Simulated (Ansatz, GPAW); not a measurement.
# Geometry or basis: what sets the conductance of a Ga chain with one Si atom in line, part 2 of 2

Wanted: T(E) of a Ga chain with one Si atom in line at a relaxed geometry in two programs, beside the unrelaxed structure.

GPAW 26.7.0 and Ansatz 0.2.0; Ansatz plane waves; relaxation of the junction with the lead ends held; PAW set soft_1 (the session's first sound run).

So far, transmission at the Fermi level (one spin): step 3 (plane-wave reference (PBE)) 0.591; step 4 (double-zeta polarised basis, PBE, GPAW) 0.597; step 5 (single-zeta polarised basis, PBE, GPAW) 0.601. Also conductance of the perfect lead (G₀): step 3 3.00.

## 6. Minimal basis

The minimal basis is the cheapest rung: no second zeta and no polarisation.

run.py

```python
import json
import numpy as np
from ase import Atoms
from ase.transport.calculators import TransportCalculator
from gpaw import GPAW, FermiDirac
from gpaw.lcao.tools import get_lcao_hamiltonian
from scipy.linalg import eigh

# The junction with lead layers at both ends, along the third cell vector
device = Atoms(
    ['Ga', 'Ga', 'Ga', 'Ga', 'Ga', 'Ga', 'Si', 'Ga', 'Ga', 'Ga', 'Ga', 'Ga', 'Ga'],
    positions=[
        [4.50000, 4.50000, 1.27500],
        [4.50000, 4.50000, 3.82500],
        [4.50000, 4.50000, 6.37500],
        [4.50000, 4.50000, 8.92500],
        [5.55929, 4.38618, 11.52312],
        [4.89900, 4.43602, 14.17527],
        [5.94999, 4.37159, 16.29519],
        [4.89196, 4.44583, 18.41937],
        [5.48108, 4.35511, 21.12853],
        [4.50000, 4.50000, 23.85880],
        [4.50000, 4.50000, 26.40880],
        [4.50000, 4.50000, 28.95880],
        [4.50000, 4.50000, 31.50880]],
    cell=[[9.0, 0.0, 0.0], [0.0, 9.0, 0.0], [0.0, 0.0, 32.7838]],
    pbc=True)

# One principal layer of the lead: the first 3 atoms of the device
lead = Atoms(
    ['Ga', 'Ga', 'Ga'],
    positions=[
        [4.50000, 4.50000, 1.27500],
        [4.50000, 4.50000, 3.82500],
        [4.50000, 4.50000, 6.37500]],
    cell=[[9.0, 0.0, 0.0], [0.0, 9.0, 0.0], [0.0, 0.0, 7.65]],
    pbc=True)

settings = dict(mode='lcao', basis='sz(dzp)', xc='PBE', h=0.2,
                occupations=FermiDirac(0.1), maxiter=250,
                mixer=dict(beta=0.1, nmaxold=8, weight=100.0),
                convergence=dict(density=0.0001))
energies = np.arange(-2, 2 + 1e-9, 0.025)
eta = 0.0001
n1, n2 = 1, 1
# k and -k transmit alike, so half of the mesh across the current serves
mesh = [(i, j) for i in range(n1) for j in range(n2) if (i, j) <= (-i % n1, -j % n2)]
weights = np.array([1 if (i, j) == (-i % n1, -j % n2) else 2 for i, j in mesh]) / (n1 * n2)

# [... helper functions left out ...]
fermi_lead = ground_state(lead, (1, 1, 15), 'lead.txt')
fermi_device = ground_state(device, (1, 1, 3), 'device.txt')
# [... loop over the mesh left out, but for ...]
        # Shift the lead onto the potential of the device's first layer
        shift = ((H[:, 0, 0] - H0[:, 0, 0]) / S0[0, 0]).real.mean()
# [...]
kT = 8.617333e-5 * 300
bias = [0.1, 0.2, 0.5, 1.0, 1.5, 2.0]
# [... integrals and printing left out ...]
```

Launch:

```bash
$ OMP_NUM_THREADS=1 OPENBLAS_NUM_THREADS=1 python run.py
```

Run time: 30 s. Hardware: 1 thread of Arm Neoverse V2, shared host; peak memory 0.97 GiB.

Numbers from this step:

```yaml
conductance: 0.5889 G₀
thermopower: -6.963 μV/K
largest_coupling_past_the_next_principal_layer: 5.75e-5 eV
largest_misfit_of_the_first_principal_layer: 0.04752 eV
shift_that_aligns_the_lead: -0.01973 eV
basis_functions_of_the_junction: 52
basis_functions_of_a_principal_layer: 12
transmission_at_the_fermi_level_one_spin: 0.5893
```

The conductance, 0.589 G₀, lies 1.5 % below that of the dzp run.

## 7. revPBE in the dzp basis: xc = "revPBE"

Back in the dzp basis, the functional changes from PBE to revPBE, to set the spread between functionals beside that between bases.

run.py, as its differences from that of step 6:

```diff
@@ -38,3 +38,3 @@
 
-settings = dict(mode='lcao', basis='sz(dzp)', xc='PBE', h=0.2,
+settings = dict(mode='lcao', basis='dzp', xc='revPBE', h=0.2,
                 occupations=FermiDirac(0.1), maxiter=250,
```

The job ended after 50 s (1 thread; peak memory 1.1 GiB).

This step gave:

- conductance: 0.5715 G₀
- thermopower: -7.573 μV/K
- largest coupling past the next principal layer: 6.04e-5 eV
- largest misfit of the first principal layer: 0.04497 eV
- shift that aligns the lead: -0.01304 eV
- basis functions of the junction: 169
- basis functions of a principal layer: 39
- transmission at the Fermi level (one spin): 0.5707

One spin. Transmission, zone mean against energy, zero at the Fermi level:

```csv
energy (eV),"transmission, zone mean"
-2.000,0.141
-1.900,0.116
-1.800,0.0970
-1.700,0.0820
-1.600,0.0692
-1.500,0.0476
-1.400,0.0639
-1.300,0.0544
-1.200,0.0494
-1.100,0.0469
-1.000,0.0482
-0.900,0.0576
-0.800,0.0922
-0.700,0.227
-0.600,0.632
-0.500,0.905
-0.475,0.913
-0.400,0.849
-0.300,0.580
-0.200,0.454
-0.100,0.515
0.000,0.571
0.100,0.634
0.200,0.714
0.300,0.824
0.400,0.983
0.500,1.20
0.600,1.44
0.700,1.64
0.800,1.76
0.900,1.85
1.000,1.90
1.100,1.94
1.200,1.96
1.300,1.97
1.400,2.00
1.500,2.05
1.600,2.12
1.700,2.20
1.800,2.27
1.900,2.30
2.000,2.30
```

The conductance, 0.572 G₀, lies 4.4 % below that of the dzp run.

## 8. Without the relaxation: geometry = "as built"

The dzp basis with PBE on the structure as first built shows what the relaxation was worth.

run.py, as its differences from that of step 7:

```diff
@@ -16,7 +16,7 @@
         [4.50000, 4.50000, 8.92500],
-        [5.55929, 4.38618, 11.52312],
-        [4.89900, 4.43602, 14.17527],
-        [5.94999, 4.37159, 16.29519],
-        [4.89196, 4.44583, 18.41937],
-        [5.48108, 4.35511, 21.12853],
+        [4.50000, 4.50000, 11.47500],
+        [4.50000, 4.50000, 14.02500],
+        [4.50000, 4.50000, 16.39190],
+        [4.50000, 4.50000, 18.75880],
+        [4.50000, 4.50000, 21.30880],
         [4.50000, 4.50000, 23.85880],
@@ -38,3 +38,3 @@
 
-settings = dict(mode='lcao', basis='dzp', xc='revPBE', h=0.2,
+settings = dict(mode='lcao', basis='dzp', xc='PBE', h=0.2,
                 occupations=FermiDirac(0.1), maxiter=250,
```

Elapsed: 39 s, on 1 thread; peak memory 1.1 GiB.

This step gave:

* conductance: 2.285 G₀
* thermopower: -1.957 μV/K
* largest coupling past the next principal layer: 6.03e-5 eV
* largest misfit of the first principal layer: 0.03477 eV
* shift that aligns the lead: -0.01919 eV
* transmission at the Fermi level (one spin): 2.305

The conductance, 2.29 G₀, lies 282 % above that of the dzp run.

## 9. Cost and result by level

Times are wall times on the hardware named with each run. The series side by side:

```csv
no.,run,conductance (G₀),time,memory (GiB)
1,pw PBE,0.5916,77 s,2.5
2,dzp,0.5977,53 s,1.1
3,szp,0.6009,44 s,1.1
4,sz,0.5889,30 s,0.97
5,dzp revPBE,0.5715,50 s,1.1
6,asbuilt,2.285,39 s,1.1
```

## 10. Comparison

The curves are compared point by point over the common energies.

This step: comparison of transmission and cost over codes, levels and geometry; PAW set soft_1 (GPAW 26.7.0).

Ladder, by row:

```csv
step,code,T at the Fermi level (sum over the listed spins),conductance (G0),r.m.s. T(E) from the first,wall time (s),peak memory (GiB),threads
pw-pbe,Ansatz,0.5911,0.5916,0,77.33,2.501,4
dzp,GPAW,0.5972,0.5977,0.01365,53.46,1.08,1
szp,GPAW,0.6009,0.6009,0.05594,44.43,1.06,1
sz,GPAW,0.5893,0.5889,0.1052,29.7,0.97,1
dzp-revPBE,GPAW,0.5707,0.5715,0.02773,49.83,1.08,1
asbuilt,GPAW,2.305,2.285,0.8623,38.63,1.08,1
```

Transmission, zone mean, sum over the listed spins against energy, zero at the Fermi level:

```csv
energy (eV),pw-pbe,dzp,szp,sz,dzp-revPBE,asbuilt
-2.000,0.116,0.129,0.103,0.119,0.141,0.906
-1.800,0.0735,0.0857,0.0454,0.0370,0.0970,0.906
-1.600,0.0355,0.0506,7.0e-9,1.4e-8,0.0692,0.909
-1.400,0.0792,0.0784,0.110,0.136,0.0639,0.876
-1.200,0.0490,0.0512,0.100,0.125,0.0494,0.901
-1.000,0.0420,0.0464,0.103,0.144,0.0482,0.906
-0.800,0.0707,0.0820,0.188,0.287,0.0922,0.910
-0.600,0.544,0.576,0.714,0.827,0.632,0.913
-0.500,0.886,0.885,0.899,0.928,0.905,0.915
-0.475,0.903,0.899,0.905,0.925,0.913,0.915
-0.400,0.854,0.848,0.854,0.857,0.849,0.916
-0.200,0.462,0.470,0.461,0.457,0.454,1.50
0.000,0.591,0.597,0.601,0.589,0.571,2.31
0.200,0.736,0.743,0.744,0.713,0.714,2.24
0.400,1.01,1.01,1.02,0.951,0.983,2.20
0.600,1.47,1.47,1.50,1.40,1.44,2.24
0.800,1.77,1.79,1.82,1.73,1.76,2.32
1.000,1.92,1.93,1.97,1.88,1.90,2.43
1.200,1.98,1.97,2.01,1.93,1.96,2.55
1.400,2.03,2.02,2.05,1.96,2.00,2.64
1.600,2.16,2.13,2.16,2.05,2.12,2.71
1.800,2.29,2.27,2.28,2.15,2.27,2.78
2.000,2.30,2.30,2.29,2.16,2.30,2.84
```

## 11. Other settings

One more run, with changed settings.

This step: GPAW LCAO, PAW setups; Landauer transmission from Green's functions with principal layers (ASE), zero bias (GPAW 26.7.0).

run.py, as its differences from that of step 8:

```diff
@@ -16,7 +16,7 @@
         [4.50000, 4.50000, 8.92500],
-        [4.50000, 4.50000, 11.47500],
-        [4.50000, 4.50000, 14.02500],
-        [4.50000, 4.50000, 16.39190],
-        [4.50000, 4.50000, 18.75880],
-        [4.50000, 4.50000, 21.30880],
+        [5.55929, 4.38618, 11.52312],
+        [4.89900, 4.43602, 14.17527],
+        [5.94999, 4.37159, 16.29519],
+        [4.89196, 4.44583, 18.41937],
+        [5.48108, 4.35511, 21.12853],
         [4.50000, 4.50000, 23.85880],
@@ -38,4 +38,4 @@
 
-settings = dict(mode='lcao', basis='dzp', xc='PBE', h=0.2,
-                occupations=FermiDirac(0.1), maxiter=250,
+settings = dict(mode='lcao', basis='dzp', xc='PBE', h=0.5,
+                occupations=FermiDirac(0.1), maxiter=50,
                 mixer=dict(beta=0.1, nmaxold=8, weight=100.0),
```

Run time: 15 s. Hardware: 1 thread; peak memory 0.25 GiB.

The run finished. A setting was moved off its sound value on purpose, so it serves as a test and not as the result.

The fault put into the input: a grid far too coarse (h = 0.5).

The two runs compared:

```csv
quantity,this run,sound run,difference
conductance (G₀),0.59060,0.59773,-0.00713
thermopower (μV/K),-7.4171,-7.6289,0.212
largest coupling past the next principal layer (eV),5.929e-5,6.030e-5,-1.0e-6
largest misfit of the first principal layer (eV),0.063575,0.044524,0.0191
shift that aligns the lead (eV),-0.0086182,-0.012389,0.00377
transmission at the Fermi level (one spin),0.58970,0.59722,-0.00752
```

## 12. Summary of results

| Item | Value |
| --- | --- |
| conductance | 0.598 G₀ |
| transmission at the Fermi level, mean of the spins | 0.597 |
| thermopower | -7.63 μV/K |

What this shows: In the dzp basis the junction conducts 0.598 G₀ at 300 K, with T = 0.597 a spin at the Fermi level; the sz basis reaches that conductance within 10 %. Relaxation moved atoms by up to 1.5 Å and took the conductance from 2.29 to 0.598 G₀, as a ratio a larger change than the step from dzp to the minimal basis. Plane waves (PBE) give T = 0.591 there. At the Fermi level the three most open eigenchannels pass 0.41, 0.16 and 0.030. The negative thermopower says that the thermally weighted transmission is larger above the Fermi level, as for electron-like transport. Measured against the first run (pw-pbe), the nearest curve is that of dzp (r.m.s. 0.014) and the farthest that of asbuilt (0.86). Over the compared runs wall time goes from 30 s (sz) to 77 s (pw-pbe), on a shared host; the plane-wave run used 4 threads and the orbital runs 1. The leads kept an estimated spacing and the cell its length, so the junction may be under some tension or compression. An evenly spaced straight chain is an idealisation: free chains tend to dimerise, zigzag or, where a band edge lies near the Fermi level, turn magnetic. The currents use the zero-bias T(E) throughout, which holds only while the bias is small against the distance to the nearest feature.

[Logs are printed without paths, hosts, clocks, repeated set-up lines and the standing remarks that a program may print on its own settings, such as how far it seeks lower states.]

[Hosts, paths, dates, database ids (printed as entryN), source tags and the programs' standing remarks are cut or masked in the printed files.]
